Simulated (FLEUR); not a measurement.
# 1 ML Co on Nb(001), 1 substrate layers: which magnetic order is lowest

Does 1 ML Co on Nb(001), 1 substrate layers prefer parallel or opposed moments?

Program: FLEUR MaX-R8.1. Level of theory: LDA (VWN); all-electron FLAPW film, Dirac cores, scalar-relativistic bands. Results are calculated unless marked as measured.

Most raw output is cut from this account.

## (1) Starting point

The cell holds 2 atoms: 1 Nb and 1 Co. Cell: a = 3.328 Å, b = 3.328 Å, c = 15.305 Å, α = 90.0°, β = 90.0°, γ = 90.0°. Pseudomorphic film on a typed substrate lattice, hard-sphere layer spacings, unrelaxed. Vacuum lies along c.

As a file:

```
Nb Co
1.0
     3.32790    0.00000    0.00000
     0.00000    3.32790    0.00000
     0.00000    0.00000   15.30543
Nb Co
1 1
Cartesian
  0.0000 0.0000 7.0000
  1.6640 1.6640 8.3054
```

## (2) Run 1 (ferro +)

The parallel start comes first: it shows whether parallel moments hold.

inpgen writes inp.xml from crystal.txt; cutoffs, mixing, functional, smearing and local orbitals are then set in the file. The k list default-1 (kpts.xml, not shown) is a Γ-centred 8×8×1 mesh; where the ranks do not divide the number of points, some are split in two of half the weight.

File inp.xml:

```
<?xml version="1.0" encoding="UTF-8" standalone="no"?>
<fleurInput fleurInputVersion="0.39">
   <comment>
      NbCo
   </comment>
   <calculationSetup>
      <cutoffs Kmax="3.6" Gmax="10.8" GmaxXC="10.8" numbands="0"/>
      <scfLoop itmax="120" minDistance="0.00002" maxIterBroyd="15" imix="Anderson" alpha="0.03" precondParam="0.0" spinf="2.0" sdNocoIR="T"/>
      <coreElectrons ctail="T" frcor="F" kcrel="0" coretail_lmax="0"/>
      <xcFunctional name="vwn" relativisticCorrections="F"/>
      <magnetism jspins="2"/>
      <soc l_soc="F" theta="0.0" phi="0.0" spav="F"/>
      <expertModes spex="0" secvar="F"/>
      <geometryOptimization l_f="F" forcealpha="1.0" forcemix="BFGS" epsdisp="0.00001" epsforce="0.00001"/>
      <ldaU l_linMix="F" mixParam="0.05" spinf="1.0"/>
   </calculationSetup>
   <cell>
      <bzIntegration valenceElectrons="30.0" mode="hist" fermiSmearingEnergy="0.00183747">
         <kPointListSelection listName="default-1"/>
         <xi:include xmlns:xi="http://www.w3.org/2001/XInclude" href="kpts.xml"> </xi:include>
      </bzIntegration>
      <xi:include xmlns:xi="http://www.w3.org/2001/XInclude" href="sym.xml"> </xi:include>
      <filmLattice scale="1.0" dVac="8.11" dTilda="10.61">
         <bravaisMatrixFilm>
            <row-1>    6.2888195700563401     0.0000000000000000</row-1>
            <row-2>    0.0000000000000000     6.2888195700563401</row-2>
         </bravaisMatrixFilm>
         <vacuumEnergyParameters vacuum="1" spinUp="-.25" spinDown="-.25"/>
         <vacuumEnergyParameters vacuum="2" spinUp="-.25" spinDown="-.25"/>
      </filmLattice>
   </cell>
   <atomSpecies>
      <species name="Niobium (Nb)" element="Nb" atomicNumber="41">
         <mtSphere radius="2.42" gridPoints="801" logIncrement="0.016"/>
         <atomicCutoffs lmax="10" lnonsphr="8"/>
         <electronConfig flipSpins="F">
            <coreConfig>(1s1/2) (2s1/2) (2p1/2) (2p3/2) (3s1/2) (3p1/2) (3p3/2) (3d3/2) (3d5/2)</coreConfig>
            <valenceConfig>(4s1/2) (4p1/2) (4p3/2) (5s1/2) (4d3/2) (4d5/2)</valenceConfig>
            <stateOccupation state="(5s1/2)" spinUp="0.500000" spinDown="0.500000"/>
            <stateOccupation state="(4d3/2)" spinUp="0.800000" spinDown="0.800000"/>
            <stateOccupation state="(4d5/2)" spinUp="1.200000" spinDown="1.200000"/>
         </electronConfig>
         <energyParameters s="5" p="5" d="4" f="4"/>
         <lo type="SCLO" l="0" n="4" eDeriv="0"/>
         <lo type="SCLO" l="1" n="4" eDeriv="0"/>
      </species>
      <species name="Cobalt (Co2.000" element="Co" atomicNumber="27">
         <mtSphere radius="2.42" gridPoints="801" logIncrement="0.015"/>
         <atomicCutoffs lmax="10" lnonsphr="8"/>
         <electronConfig flipSpins="F">
            <coreConfig>(1s1/2) (2s1/2) (2p1/2) (2p3/2)</coreConfig>
            <valenceConfig>(3s1/2) (3p1/2) (3p3/2) (4s1/2) (3d3/2) (3d5/2)</valenceConfig>
            <stateOccupation state="(3d3/2)" spinUp="1.5" spinDown="1.3"/>
            <stateOccupation state="(3d5/2)" spinUp="3.0" spinDown="1.2"/>
         </electronConfig>
         <energyParameters s="4" p="4" d="3" f="4"/>
         <lo type="SCLO" l="0" n="3" eDeriv="0"/>
         <lo type="SCLO" l="1" n="3" eDeriv="0"/>
      </species>
   </atomSpecies>
   <atomGroups>
      <atomGroup species="Niobium (Nb)">
         <filmPos label="                   1">.0000000000 .0000000000 -1.2334532018</filmPos>
         <force calculate="T" relaxXYZ="TTT"/>
      </atomGroup>
      <atomGroup species="Cobalt (Co2.000">
         <filmPos label="                   2">1.000/2.000 1.000/2.000 1.2334532018</filmPos>
         <force calculate="T" relaxXYZ="TTT"/>
      </atomGroup>
   </atomGroups>
   <output dos="F" band="F" slice="F">
      <bandDOS minEnergy="-.5*Htr" maxEnergy="0.5*Htr" sigma="0.015" storeEVData="T"/>
      <plotting iplot="0" polar="F">
         <plot TwoD="T" vec1="  1.0  0.0  0.0" vec2="  0.0  1.0  0.0" vec3="  0.0  0.0  1.0" zero="  0.0  0.0 -0.5" file="plot"/>
      </plotting>
      <moessbauerParams electricFieldGradient="F" isomerShift="F" coreHyperfine="F" valenceHyperfine="F"/>
   </output>
</fleurInput>
```

File crystal.txt:

```
NbCo
&input film=T cartesian=F /
3.32790000000  0.00000000000  0.00000000000
0.00000000000  3.32790000000  0.00000000000
0.00000000000  0.00000000000  1.00000000000
1.8897261246
1.0 1.0 1.0

2
41 0.00000000000  0.00000000000  -1.23345320185
27 0.50000000000  0.50000000000  1.23345320185 : 2.000

&kpt div1=8 div2=8 div3=1 gamma=T /
```

On the command line:

```sh
$ OMP_NUM_THREADS=1 inpgen -f crystal.txt > inpgen.log  # inp.xml is then edited as shown
$ OMP_NUM_THREADS=1 mpirun -n 4 fleur_MPI > fleur.log
```

Run time: 2.2 min. Hardware: 4 MPI ranks of Arm Neoverse N1, shared host; peak memory 0.3 GiB; 8.9 min of CPU time.

This step gave:

| Quantity | Value |
| --- | --- |
| free energy | -141701.9792 eV |
| program's band gap on this mesh (in a metal only a level spacing) | 0.01228 eV |
| magnetization | 1.962 μB |
| final state | ferromagnetic |
| largest moment | 1.234 μB |

After 71 cycles the largest moment stands at 1.23 μB.

## (3) Run 2 (antiferro q=(1/2,1/2,0) +-)

Another pattern of signs weighs the neighbour shells otherwise.

This order needs a doubled cell of 4 atoms. The mesh is halved along the doubled vector, so that both cells sample the same points. The k list default-1 (kpts.xml, not shown) is a Γ-centred 4×8×1 mesh.

Changes to inp.xml since step 2:

```diff
@@ -17,3 +17,3 @@
    <cell>
-      <bzIntegration valenceElectrons="30.0" mode="hist" fermiSmearingEnergy="0.00183747">
+      <bzIntegration valenceElectrons="60.0" mode="hist" fermiSmearingEnergy="0.00183747">
          <kPointListSelection listName="default-1"/>
@@ -24,4 +24,4 @@
          <bravaisMatrixFilm>
-            <row-1>    6.2888195700563401     0.0000000000000000</row-1>
-            <row-2>    0.0000000000000000     6.2888195700563401</row-2>
+            <row-1>   12.5776391401126801     0.0000000000000000</row-1>
+            <row-2>    6.2888195700563401     6.2888195700563401</row-2>
          </bravaisMatrixFilm>
@@ -59,2 +59,15 @@
       </species>
+      <species name="Cobalt (Co-2.000" element="Co" atomicNumber="27">
+         <mtSphere radius="2.42" gridPoints="801" logIncrement="0.015"/>
+         <atomicCutoffs lmax="10" lnonsphr="8"/>
+         <electronConfig flipSpins="F">
+            <coreConfig>(1s1/2) (2s1/2) (2p1/2) (2p3/2)</coreConfig>
+            <valenceConfig>(3s1/2) (3p1/2) (3p3/2) (4s1/2) (3d3/2) (3d5/2)</valenceConfig>
+            <stateOccupation state="(3d3/2)" spinUp="1.3" spinDown="1.5"/>
+            <stateOccupation state="(3d5/2)" spinUp="1.2" spinDown="3.0"/>
+         </electronConfig>
+         <energyParameters s="4" p="4" d="3" f="4"/>
+         <lo type="SCLO" l="0" n="3" eDeriv="0"/>
+         <lo type="SCLO" l="1" n="3" eDeriv="0"/>
+      </species>
    </atomSpecies>
@@ -63,2 +76,3 @@
          <filmPos label="                   1">.0000000000 .0000000000 -1.2334532018</filmPos>
+         <filmPos label="                   2">1.000/2.000 .0000000000 -1.2334532018</filmPos>
          <force calculate="T" relaxXYZ="TTT"/>
@@ -66,3 +80,7 @@
       <atomGroup species="Cobalt (Co2.000">
-         <filmPos label="                   2">1.000/2.000 1.000/2.000 1.2334532018</filmPos>
+         <filmPos label="                   3">.0000000000 1.000/2.000 1.2334532018</filmPos>
+         <force calculate="T" relaxXYZ="TTT"/>
+      </atomGroup>
+      <atomGroup species="Cobalt (Co-2.000">
+         <filmPos label="                   4">1.000/2.000 1.000/2.000 1.2334532018</filmPos>
          <force calculate="T" relaxXYZ="TTT"/>
```

File crystal.txt:

```
NbCo
&input film=T cartesian=F /
6.65580000000  0.00000000000  0.00000000000
3.32790000000  3.32790000000  0.00000000000
0.00000000000  0.00000000000  1.00000000000
1.8897261246
1.0 1.0 1.0

4
41 0.00000000000  0.00000000000  -1.23345320185
41 0.50000000000  0.00000000000  -1.23345320185
27 0.00000000000  0.50000000000  1.23345320185 : 2.000
27 0.50000000000  0.50000000000  1.23345320185 : -2.000

&kpt div1=4 div2=8 div3=1 gamma=T /
```

It took 5.5 min on 4 MPI ranks; peak memory 0.64 GiB.

Spin moment in the muffin-tin sphere by atom:

```csv
atom,spin moment in the muffin-tin sphere (μB)
Nb1,0.00
Nb2,0.00
Co3,1.42
Co4,-1.42
```

This step gave:

- free energy: -283404.0335 eV
- program's band gap on this mesh (in a metal only a level spacing): 0 eV
- magnetization: 0 μB
- final state: antiferromagnetic

It lies 37.5 meV a seeded atom under the first start, and its largest moment is 1.42 μB against 1.23 μB.

## (4) Order 3, typed as antiferro q=(0,1/2,0) +-

An opposed order shows whether neighbours prefer unlike signs.

This order needs a doubled cell of 4 atoms. The mesh is halved along the doubled vector, so that both cells sample the same points. The k list default-1 (kpts.xml, not shown) is a Γ-centred 8×4×1 mesh.

Changes to inp.xml since step 3:

```diff
@@ -24,4 +24,4 @@
          <bravaisMatrixFilm>
-            <row-1>   12.5776391401126801     0.0000000000000000</row-1>
-            <row-2>    6.2888195700563401     6.2888195700563401</row-2>
+            <row-1>    6.2888195700563401     0.0000000000000000</row-1>
+            <row-2>    0.0000000000000000    12.5776391401126801</row-2>
          </bravaisMatrixFilm>
@@ -76,3 +76,3 @@
          <filmPos label="                   1">.0000000000 .0000000000 -1.2334532018</filmPos>
-         <filmPos label="                   2">1.000/2.000 .0000000000 -1.2334532018</filmPos>
+         <filmPos label="                   2">.0000000000 1.000/2.000 -1.2334532018</filmPos>
          <force calculate="T" relaxXYZ="TTT"/>
@@ -80,3 +80,3 @@
       <atomGroup species="Cobalt (Co2.000">
-         <filmPos label="                   3">.0000000000 1.000/2.000 1.2334532018</filmPos>
+         <filmPos label="                   3">1.000/2.000 1.000/4.000 1.2334532018</filmPos>
          <force calculate="T" relaxXYZ="TTT"/>
@@ -84,3 +84,3 @@
       <atomGroup species="Cobalt (Co-2.000">
-         <filmPos label="                   4">1.000/2.000 1.000/2.000 1.2334532018</filmPos>
+         <filmPos label="                   4">1.000/2.000 -1.000/4.000 1.2334532018</filmPos>
          <force calculate="T" relaxXYZ="TTT"/>
```

File crystal.txt:

```
NbCo
&input film=T cartesian=F /
3.32790000000  0.00000000000  0.00000000000
0.00000000000  6.65580000000  0.00000000000
0.00000000000  0.00000000000  1.00000000000
1.8897261246
1.0 1.0 1.0

4
41 0.00000000000  0.00000000000  -1.23345320185
41 0.00000000000  0.50000000000  -1.23345320185
27 0.50000000000  0.25000000000  1.23345320185 : 2.000
27 0.50000000000  0.75000000000  1.23345320185 : -2.000

&kpt div1=8 div2=4 div3=1 gamma=T /
```

Run time: 5.7 min. Hardware: 4 MPI ranks; peak memory 0.68 GiB; 23 min of CPU time.

Spin moment in the muffin-tin sphere by atom:

```csv
atom,spin moment in the muffin-tin sphere (μB)
Nb1,0.00
Nb2,0.00
Co3,1.44
Co4,-1.44
```

This step gave:

| Item | Value |
| --- | --- |
| free energy | -283404.0114 eV |
| program's band gap on this mesh (in a metal only a level spacing) | 0.004715 eV |
| magnetization | 0 μB |
| final state | antiferromagnetic |

It lies 26.5 meV a seeded atom under the first start, and its largest moment is 1.44 μB against 1.23 μB.

## (5) Order 4, typed as no spin polarisation

A spinless run gives the zero against which the gain from the moments is read.

The k list default-1 (kpts.xml, not shown) is a Γ-centred 8×8×1 mesh.

Changes to inp.xml since step 4:

```diff
@@ -10,3 +10,3 @@
       <xcFunctional name="vwn" relativisticCorrections="F"/>
-      <magnetism jspins="2"/>
+      <magnetism jspins="1"/>
       <soc l_soc="F" theta="0.0" phi="0.0" spav="F"/>
@@ -17,3 +17,3 @@
    <cell>
-      <bzIntegration valenceElectrons="60.0" mode="hist" fermiSmearingEnergy="0.00183747">
+      <bzIntegration valenceElectrons="30.0" mode="hist" fermiSmearingEnergy="0.00183747">
          <kPointListSelection listName="default-1"/>
@@ -25,3 +25,3 @@
             <row-1>    6.2888195700563401     0.0000000000000000</row-1>
-            <row-2>    0.0000000000000000    12.5776391401126801</row-2>
+            <row-2>    0.0000000000000000     6.2888195700563401</row-2>
          </bravaisMatrixFilm>
@@ -46,3 +46,3 @@
       </species>
-      <species name="Cobalt (Co2.000" element="Co" atomicNumber="27">
+      <species name="Cobalt (Co)" element="Co" atomicNumber="27">
          <mtSphere radius="2.42" gridPoints="801" logIncrement="0.015"/>
@@ -52,17 +52,4 @@
             <valenceConfig>(3s1/2) (3p1/2) (3p3/2) (4s1/2) (3d3/2) (3d5/2)</valenceConfig>
-            <stateOccupation state="(3d3/2)" spinUp="1.5" spinDown="1.3"/>
-            <stateOccupation state="(3d5/2)" spinUp="3.0" spinDown="1.2"/>
-         </electronConfig>
-         <energyParameters s="4" p="4" d="3" f="4"/>
-         <lo type="SCLO" l="0" n="3" eDeriv="0"/>
-         <lo type="SCLO" l="1" n="3" eDeriv="0"/>
-      </species>
-      <species name="Cobalt (Co-2.000" element="Co" atomicNumber="27">
-         <mtSphere radius="2.42" gridPoints="801" logIncrement="0.015"/>
-         <atomicCutoffs lmax="10" lnonsphr="8"/>
-         <electronConfig flipSpins="F">
-            <coreConfig>(1s1/2) (2s1/2) (2p1/2) (2p3/2)</coreConfig>
-            <valenceConfig>(3s1/2) (3p1/2) (3p3/2) (4s1/2) (3d3/2) (3d5/2)</valenceConfig>
-            <stateOccupation state="(3d3/2)" spinUp="1.3" spinDown="1.5"/>
-            <stateOccupation state="(3d5/2)" spinUp="1.2" spinDown="3.0"/>
+            <stateOccupation state="(3d3/2)" spinUp="1.400000" spinDown="1.400000"/>
+            <stateOccupation state="(3d5/2)" spinUp="2.100000" spinDown="2.100000"/>
          </electronConfig>
@@ -76,11 +63,6 @@
          <filmPos label="                   1">.0000000000 .0000000000 -1.2334532018</filmPos>
-         <filmPos label="                   2">.0000000000 1.000/2.000 -1.2334532018</filmPos>
          <force calculate="T" relaxXYZ="TTT"/>
       </atomGroup>
-      <atomGroup species="Cobalt (Co2.000">
-         <filmPos label="                   3">1.000/2.000 1.000/4.000 1.2334532018</filmPos>
-         <force calculate="T" relaxXYZ="TTT"/>
-      </atomGroup>
-      <atomGroup species="Cobalt (Co-2.000">
-         <filmPos label="                   4">1.000/2.000 -1.000/4.000 1.2334532018</filmPos>
+      <atomGroup species="Cobalt (Co)">
+         <filmPos label="                   2">1.000/2.000 1.000/2.000 1.2334532018</filmPos>
          <force calculate="T" relaxXYZ="TTT"/>
```

File crystal.txt:

```
NbCo
&input film=T cartesian=F /
3.32790000000  0.00000000000  0.00000000000
0.00000000000  3.32790000000  0.00000000000
0.00000000000  0.00000000000  1.00000000000
1.8897261246
1.0 1.0 1.0

2
41 0.00000000000  0.00000000000  -1.23345320185
27 0.50000000000  0.50000000000  1.23345320185

&kpt div1=8 div2=8 div3=1 gamma=T /
```

It took 30 s on 4 MPI ranks; peak memory 0.23 GiB.

Read from the output:

- free energy: -141701.9257 eV
- program's band gap on this mesh (in a metal only a level spacing): 0.001498 eV
- final state: non-magnetic (no spin polarisation)

It lies 53.6 meV a seeded atom over the first start.

## (6) Energies of the orders

Free energies are divided by the number of seeded atoms, so that cells of unlike size compare. Wavevectors q in the names are fractions of the primitive cell's reciprocal vectors.

Orders:

```csv
start,final state,typed order kept,energy over the lowest (meV a seeded atom),largest sphere moment (μB),net moment (μB a primitive cell),mesh matched,CPU time (s)
ferro +,ferromagnetic,yes,37.54,1.234,1.962,yes,536.1
"antiferro q=(1/2,1/2,0) +-",antiferromagnetic,yes,0,1.417,0,yes,1329
"antiferro q=(0,1/2,0) +-",antiferromagnetic,yes,11.06,1.44,0,yes,1352
no spin polarisation,non-magnetic,-,91.09,0,0,yes,118
```

## (7) Results

```yaml
lowest_state_found: antiferromagnetic (typed antiferro q=(1/2,1/2,0) +-)
largest_site_spin_moment: 1.42 μB
next_finished_state: antiferromagnetic, 11.1 meV a seeded atom higher
energy_gained_by_spin_polarisation: 91.1 meV a seeded atom
```

The lowest state found is antiferromagnetic, reached from the start antiferro q=(1/2,1/2,0) +-, with moments up to 1.42 μB. The next finished state costs 11 meV a seeded atom. Only 4 starts were tried; other patterns of signs, canted and longer-period orders were not. With one substrate layer the cell is a free-standing, unrelaxed film and no surface.

[Logs and program files are shortened in this print: banners, set-up blocks, solver, clock and traceback lines can be left out without a mark of their own.]

[Logs are printed without paths, hosts, clocks, repeated set-up lines and the standing remarks that a program may print on its own settings, such as how far it seeks lower states.]

[Hosts, paths, dates, database ids (printed as entryN), source tags and the programs' standing remarks are cut or masked in the printed files.]

[Where a cell is said to come from a database of computed structures, the database is the Materials Project.]
